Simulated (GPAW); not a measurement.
# TePb (Fm-3m) in GPAW: further runs, part 2 of 3

GPAW 26.7.0. Earlier steps stand in the parts before.

## (3) Band structure, BP86, spin-orbit coupling, no magnetisation

run.py reads:

```python
import numpy as np
from ase import Atoms
from ase.dft.bandgap import bandgap
from ase.io import write
from ase.units import GPa
from gpaw import GPAW, PW, setup_paths
from gpaw.spinorbit import soc_eigenstates

setup_paths.insert(0, '.')

atoms = Atoms(['Pb', 'Te'],
              cell=[[0.0, 3.231, 3.231],
                    [3.231, 0.0, 3.231],
                    [3.231, 3.231, 0.0]],
              scaled_positions=[[0.0, 0.0, 0.0],
                                [0.5, 0.5, 0.5]],
              pbc=True)

calc = GPAW(mode=PW(600),
            xc='GGA_X_B88+GGA_C_P86',
            kpts={'size': (6, 6, 6), 'gamma': True},
            occupations={'name': 'fermi-dirac', 'width': 0.05},
            nbands=19,
            convergence={'density': 1e-05, 'energy': 1e-05},
            maxiter=150,
            txt='gpaw.txt')
atoms.calc = calc
energy = atoms.get_potential_energy()
forces = atoms.get_forces()
stress = atoms.get_stress()
calc.write('gs.gpw')
write('result.traj', atoms)
print(f'Energy: {energy:.6f} eV')
print('Forces (eV/A):')
print(forces.round(4))
print('Stress (GPa):', (stress / GPa).round(3))
print('Fermi level:', round(calc.get_fermi_level(), 4), 'eV')
print(f'Gap: {bandgap(calc)[0]:.4f} eV, direct: {bandgap(calc, direct=True)[0]:.4f} eV')

path = atoms.cell.bandpath('GXWKGLUWLK,UX', npoints=60, eps=1e-4)
bs_calc = calc.fixed_density(kpts=path, symmetry='off', nbands=32,
                             convergence={'bands': 'CBM+6.0', 'eigenstates': 1e-6}, txt='bands.txt')
bs = bs_calc.band_structure()
bs.write('bs.json')
print(f'Gap on the path: {bandgap(bs_calc)[0]:.4f} eV')

soc = soc_eigenstates(bs_calc, theta=90, phi=0)
np.savetxt('soc_bands.dat', soc.eigenvalues(), fmt='%.4f')
mesh = soc_eigenstates('gs.gpw', theta=90, phi=0)
np.savetxt('soc_mesh.dat', mesh.eigenvalues(), fmt='%.4f')
print('Fermi level with spin-orbit coupling:', round(mesh.fermi_level, 4), 'eV')
```

Potentials or basis: PAW data sets generated in the run's folder for this functional, pw.

On the command line:

```bash
$ gpaw-setup -f GGA_X_B88+GGA_C_P86 Pb Te
$ OMP_NUM_THREADS=1 python run.py
```

Wall time 53 s (1 thread of Intel Xeon Platinum 8488C (Sapphire Rapids), shared host); peak memory 0.31 GiB.

Results (log left out):

| Quantity | Value |
| --- | --- |
| Free energy | -7.5507 eV |
| Pressure | 2.2 GPa |
| Band gap on the k mesh | 0.19 eV, indirect (least direct gap 0.36 eV) |
| Band gap along the path | 0.13 eV, indirect (least direct gap 0.34 eV) |

Levels at the corners of the path, in eV from the valence-band top:
```tsv
point	band 17	band 18	band 19	band 20	band 21	band 22	band 23	band 24
Γ	-0.92	-0.91	-0.91	-0.91	2.23	2.24	4.90	4.90
X	-3.25	-3.25	-2.39	-2.39	3.45	3.45	4.29	4.29
W	-3.75	-3.75	-0.32	-0.32	1.45	1.45	5.28	5.28
K	-2.63	-2.63	-1.80	-1.80	2.92	2.92	4.19	4.20
Γ	-0.92	-0.91	-0.91	-0.91	2.23	2.24	4.90	4.90
L	-0.57	-0.57	-0.28	-0.28	0.15	0.15	1.41	1.41
U	-2.63	-2.63	-1.80	-1.80	2.92	2.92	4.19	4.20
W	-3.75	-3.75	-0.32	-0.32	1.45	1.45	5.28	5.28
L	-0.57	-0.57	-0.28	-0.28	0.15	0.15	1.41	1.41
K	-2.63	-2.63	-1.80	-1.80	2.92	2.92	4.19	4.20
U	-2.63	-2.63	-1.80	-1.80	2.92	2.92	4.19	4.20
X	-3.25	-3.25	-2.39	-2.39	3.45	3.45	4.29	4.29
```

Caveat: spin-orbit coupling was added after a scalar SCF, so levels and gaps hold it while energy, forces, pressure and moments don't; this program's spin-orbit splittings come out too wide for heavy elements.

## (4) Equation of state, BEEF-vdW

run.py reads:

```python
from ase.eos import EquationOfState
from ase.io import Trajectory, read
from ase.units import GPa
from gpaw import GPAW, PW

atoms = read('TePb.cif')

traj = Trajectory('eos.traj', 'w')
volumes, energies = [], []
for x in [0.94, 0.96, 0.98, 1.0, 1.02, 1.04, 1.06]:
    a = atoms.copy()
    a.set_cell(atoms.cell * x**(1 / 3), scale_atoms=True)
    calc = GPAW(mode=PW(600),
                xc={'name': 'BEEF-vdW', 'backend': 'libvdwxc'},
                kpts={'size': (6, 6, 6), 'gamma': True},
                occupations={'name': 'fermi-dirac', 'width': 0.05},
                nbands=19,
                convergence={'density': 1e-05, 'energy': 1e-05},
                maxiter=150,
                txt=f'eos-{x:.2f}.txt')
    a.calc = calc
    energies.append(a.get_potential_energy(force_consistent=True))
    volumes.append(a.get_volume())
    calc.write(f'eos-{x:.2f}.gpw')
    traj.write(a)
    print(f'{x:.2f} {volumes[-1]:10.4f} A^3 {energies[-1]:14.6f} eV', flush=True)

v0, e0, B = EquationOfState(volumes, energies, eos='birchmurnaghan').fit()
print(f'V0 = {v0:.4f} A^3, E0 = {e0:.6f} eV, B0 = {B / GPa:.2f} GPa')
```

TePb.cif reads:

```cif
data_TePb
_cell_length_a 4.56932402
_cell_length_b 4.56932402
_cell_length_c 4.56932402
_cell_angle_alpha 60.00000000
_cell_angle_beta 60.00000000
_cell_angle_gamma 60.00000000
_space_group_name_H-M_alt 'P1'
_space_group_name_Hall 'P 1'
_space_group_IT_number 1
loop_
_space_group_symop_operation_xyz
'x,y,z'
loop_
_atom_site_label
_atom_site_type_symbol
_atom_site_symmetry_multiplicity
_atom_site_Wyckoff_symbol
_atom_site_fract_x
_atom_site_fract_y
_atom_site_fract_z
_atom_site_occupancy
Pb1 Pb 1 a 0.0000000000 0.0000000000 0.0000000000 1
Te1 Te 1 a 0.5000000000 0.5000000000 0.5000000000 1
```

Potentials or basis: GPAW PAW data sets (gpaw-data 1.2.1), pw.

On the command line:

```bash
$ OMP_NUM_THREADS=1 python run.py
```

Run time: 1.7 min. Hardware: 1 thread of Intel Xeon Platinum 8488C (Sapphire Rapids), shared host; peak memory 0.42 GiB.

The run converged. Its results:

- Equilibrium volume: 36.45 Å³/atom (rough: see the caveat)
- Bulk modulus: 36 GPa (rough)

Energy against volume, from the lowest point:
```csv
volume (Å³/atom),energy (meV/atom)
31.706,88.95
32.380,62.50
33.055,41.34
33.730,24.97
34.404,12.92
35.079,4.70
35.753,0.00
```

Caveat: the minimum lies outside the volumes run; the PAW data sets were made with another functional, which shifts forces and pressure a little. Spin-orbit coupling is left out, which matters for the levels of Pb, Te.

## (5) Equation of state, revPBE+D3

run.py, as its differences from that of step 4:

```diff
@@ -1 +1,2 @@
+from ase.calculators.mixing import SumCalculator
 from ase.eos import EquationOfState
@@ -3,2 +4,3 @@
 from ase.units import GPa
+from dftd3.ase import DFTD3
 from gpaw import GPAW, PW
@@ -13,3 +15,3 @@
     calc = GPAW(mode=PW(600),
-                xc={'name': 'BEEF-vdW', 'backend': 'libvdwxc'},
+                xc='revPBE',
                 kpts={'size': (6, 6, 6), 'gamma': True},
@@ -20,8 +22,9 @@
                 txt=f'eos-{x:.2f}.txt')
-    a.calc = calc
-    energies.append(a.get_potential_energy(force_consistent=True))
+    a.calc = SumCalculator([calc, DFTD3(method='revpbe', damping='d3zero')])
+    energies.append(a.get_potential_energy())
     volumes.append(a.get_volume())
+    p = -a.get_stress()[:3].mean() / GPa
     calc.write(f'eos-{x:.2f}.gpw')
     traj.write(a)
-    print(f'{x:.2f} {volumes[-1]:10.4f} A^3 {energies[-1]:14.6f} eV', flush=True)
+    print(f'{x:.2f} {volumes[-1]:10.4f} A^3 {energies[-1]:14.6f} eV {p:9.3f} GPa', flush=True)
```

TePb.cif is that of step 4.

Potentials or basis: the program's PAW data sets (release 1.2.1) made for this functional, pw.

On the command line:

```bash
$ OMP_NUM_THREADS=1 python run.py
```

The program printed:

```text
__  _  _
 | _ |_)|_||  |
 |__||  | ||/\| - 26.7.0

Input parameters:
  mode=PW(ecut=600.0),
  convergence={'density': 1e-05, 'energy': 1e-05},
  kpts=MonkhorstPack(size=(6, 6, 6), gamma=True),
  maxiter=150,
  nbands=19,
  occupations=Occupations(name='fermi-dirac', width=0.05),
  xc=XC(name='revPBE')

Diagonalizing LCAO Hamiltonian
Converting LCAO to pw mode

                    Te

       Pb

Atoms  # Å, Bohr magnetons
|   | symbol |        x |        y |        z |    initial magnetic moments |
|---|--------|----------|----------|----------|-----------------------------|
| 0 |     Pb | 0.000000 | 0.000000 | 0.000000 | ( 0.0000,  0.0000,  0.0000) |
| 1 |     Te | 4.507569 | 2.602446 | 1.840207 | ( 0.0000,  0.0000,  0.0000) |

Unit cell  # Å
| periodic |        x |        y |        z |  lengths |    angles |
|----------|----------|----------|----------|----------|-----------|
|      yes | 4.507569 | 0.000000 | 0.000000 | 4.507569 | 60.000000 |
|      yes | 2.253784 | 3.903669 | 0.000000 | 4.507569 | 60.000000 |
|      yes | 2.253784 | 1.301223 | 3.680415 | 4.507569 | 60.000000 |

Number of symmetries: 48
Symmetry operations  # r_c * U_cc + t_c -> r_c
|    | kind |            matrix            |
|----|------|------------------------------|
|  0 |  σ   |  1, 0, 0,  1, 0,-1,  1,-1, 0 |
|  1 |  C2  |  1, 0, 0,  1,-1, 0,  1, 0,-1 |
|  2 |  E   |  1, 0, 0,  0, 1, 0,  0, 0, 1 |
|  3 |  σ   |  1, 0, 0,  0, 0, 1,  0, 1, 0 |
|  4 |  C4  |  1, 0,-1,  1, 0, 0,  1,-1, 0 |
|  5 |  S6  |  1, 0,-1,  1,-1, 0,  1, 0, 0 |
|  6 |  σ   |  1, 0,-1,  0, 1,-1,  0, 0,-1 |
|  7 |  C3  |  1, 0,-1,  0, 0,-1,  0, 1,-1 |
|  8 |  S6  |  1,-1, 0,  1, 0, 0,  1, 0,-1 |
|  9 |  C4  |  1,-1, 0,  1, 0,-1,  1, 0, 0 |
| 10 |  C3  |  1,-1, 0,  0,-1, 1,  0,-1, 0 |
| 11 |  σ   |  1,-1, 0,  0,-1, 0,  0,-1, 1 |
| 12 |  σ   |  0, 1, 0,  1, 0, 0,  0, 0, 1 |
| 13 |  C4  |  0, 1, 0,  0, 1,-1, -1, 1, 0 |
| 14 |  C3  |  0, 1, 0,  0, 0, 1,  1, 0, 0 |
| 15 |  S6  |  0, 1, 0, -1, 1, 0,  0, 1,-1 |
| 16 |  C2  |  0, 1,-1,  1, 0,-1,  0, 0,-1 |
| 17 |  σ   |  0, 1,-1,  0, 1, 0, -1, 1, 0 |
| 18 |  S4  |  0, 1,-1,  0, 0,-1,  1, 0,-1 |
| 19 |  C4  |  0, 1,-1, -1, 1, 0,  0, 1, 0 |
| 20 |  C3  |  0, 0, 1,  1, 0, 0,  0, 1, 0 |
| 21 |  σ   |  0, 0, 1,  0, 1, 0,  1, 0, 0 |
| 22 |  S6  |  0, 0, 1,  0,-1, 1, -1, 0, 1 |
| 23 |  C4  |  0, 0, 1, -1, 0, 1,  0,-1, 1 |
| 24 |  S4  |  0, 0,-1,  1, 0,-1,  0, 1,-1 |
| 25 |  C3  |  0, 0,-1,  0, 1,-1,  1, 0,-1 |
| 26 |  C2  |  0, 0,-1,  0,-1, 0, -1, 0, 0 |
| 27 |  S6  |  0, 0,-1, -1, 0, 0,  0,-1, 0 |
| 28 |  S4  |  0,-1, 1,  1,-1, 0,  0,-1, 0 |
[... 96 lines left out ...]
    core:    46
    charge:  0.0  # [|e|]
    compensation charges:
      type: gauss
      rc: 0.36  # [Å]
      lmax: 2
    cutoffs:
      filter: 2.09  # [Å]
      core: 3.17  # [Å]
    projectors
    | kind |    occ | energy [eV] | rcut [Å] |
    |------|--------|-------------|----------|
    |   5s |  2.000 |     -15.027 |    1.180 |
    |   5p |  4.000 |      -5.913 |    1.196 |
    |    s |        |      12.185 |    1.180 |
    |    p |        |      21.299 |    1.196 |
    |    d |        |       0.000 |    1.238 |

    Using partial waves for Te as LCAO basis

Reference energy: -752082.883393  # eV

eigensolver:
  PPCG
  Converge bands: occupied
  niter=2

density mixing:
  MSR1-Mixer
  Pratt-step length: 0.05
  Maximum mixing coefficient: 0.75
  Old densities: 10
  SVD Regularization: 0.005
  Good broyden scale: 1.0
  Trust region scale: 1.0
  Backstep threshold: 4.0
  History deletion threshold: 6.0
  Fourier metric: weight=20.0, sigma=0.015

occupation numbers:
  Fermi-Dirac:
    width: 0.0500  # eV

poisson solver:
  ecut: 4800.0  # eV

xc functional:
  name: revPBE with 2 nearest neighbor stencil

convergence criteria:
- Maximum integral of absolute [dens]ity change: 1e-05 electrons / valence electron
- Maximum [total energy] change in last 3 cyles: 1e-05 eV / valence electron
- Maximum integral of absolute [eigenst]ate change: 4e-08 eV^2 / valence electron
maximum number of iterations: 150

SCF iterations
|iter     | |      energy | eigst |  dens |
|---------|-|-------------|-------|-------|
|iter:   1| |   -7.196777 | -0.10 |       |
|iter:   2| |   -7.179449 | -1.98 | -1.37 |
|iter:   3| |   -7.106720 | -2.12 | -1.41 |
|iter:   4| |   -7.109275 | -3.70 | -2.01 |
|iter:   5| |   -7.109940 | -4.26 | -2.45 |
|iter:   6| |   -7.109957 | -5.69 | -3.29 |
|iter:   7| |   -7.109959c| -6.65 | -3.81 |
|iter:   8| |   -7.109959c| -7.75c| -4.60 |
|iter:   9| |   -7.109959c| -7.91c| -5.29c|

Converged in 9 steps
Energy contributions relative to reference atoms: (reference = -752082.883393)

Energy contributions:
  Kinetic:          25.228726
  Coulomb:         -24.705184
  Zero:              0.132575
  External:          0.000000
  Xc:               -7.766052
  Entropy:          -0.000047
  Spinorbit:         0.000000
  ----------------------------
  Free energy:      -7.109982
  Extrapolated:     -7.109959

dipole moment: (-38.077601, -21.984113, -15.545116)  # |e|*Ang

Fermi level: 6.662
Eigenvalues  # (at kpt = [0.000, 0.000, 0.000])
| band index |      eig [eV] | occ [0-2] |
|------------|---------------|-----------|
|          0 |       -10.544 |     2.000 |
|        ... |               |           |
|          2 |       -10.531 |     2.000 |
|          3 |       -10.531 |     2.000 |
|          4 |       -10.531 |     2.000 |
|          5 |        -6.038 |     2.000 |
|          6 |         0.904 |     2.000 |
|          7 |         4.762 |     2.000 |
[... 9 lines left out ...]
|         17 |        14.169 |     0.000 |
|         18 |        14.343 |     0.000 |

Gap: 0.638 eV
Transition (v -> c):
  (s=0, k=15, n=9, [0.50, 0.50, 0.50]) -> (s=0, k=15, n=10, [0.50, 0.50, 0.50])
No difference between direct/indirect transitions

Stress tensor  # eV/Ang^3
|         x |         y |         z |
|-----------|-----------|-----------|
| -0.031945 |  0.000000 |  0.000000 |
|  0.000000 | -0.031945 | -0.000000 |
|  0.000000 |  0.000000 | -0.031945 |

# Writing to eos-0.96.gpw (mode='')
```

eos-0.94.txt:

```text
SCF iterations
|iter     | |      energy | eigst |  dens |
|---------|-|-------------|-------|-------|
|iter:   1| |   -7.140556 | -0.09 |       |
|iter:   2| |   -7.125328 | -1.98 | -1.38 |
|iter:   3| |   -7.058542 | -2.15 | -1.42 |
|iter:   4| |   -7.060930 | -3.69 | -2.03 |
|iter:   5| |   -7.061533 | -4.26 | -2.47 |
[... 43 lines left out ...]
|         17 |        14.542 |     0.000 |
|         18 |        14.637 |     0.000 |

Gap: 0.582 eV
Transition (v -> c):
  (s=0, k=15, n=9, [0.50, 0.50, 0.50]) -> (s=0, k=15, n=10, [0.50, 0.50, 0.50])
No difference between direct/indirect transitions

Stress tensor  # eV/Ang^3
|         x |         y |         z |
|-----------|-----------|-----------|
| -0.039834 |  0.000000 |  0.000000 |
|  0.000000 | -0.039834 |  0.000000 |
|  0.000000 |  0.000000 | -0.039834 |

# Writing to eos-0.94.gpw (mode='')
```

Run time: 80 s. Hardware: 1 thread of Intel Xeon Platinum 8488C (Sapphire Rapids), shared host; peak memory 0.29 GiB.

Results:

```
Equilibrium volume                      : 34.73 Å³/atom
Bulk modulus                            : 36 GPa
Pressure derivative of the bulk modulus : 7.2 (rough: it moves with the points fitted)
```

Energy against volume, from the lowest point:
```tsv
volume (Å³/atom)	energy (meV/atom)
31.706	37.42
32.380	21.29
33.055	10.03
33.730	3.10
34.404	0.00
35.079	0.19
35.753	2.77
```

(Part 2 of 3 ends here.)
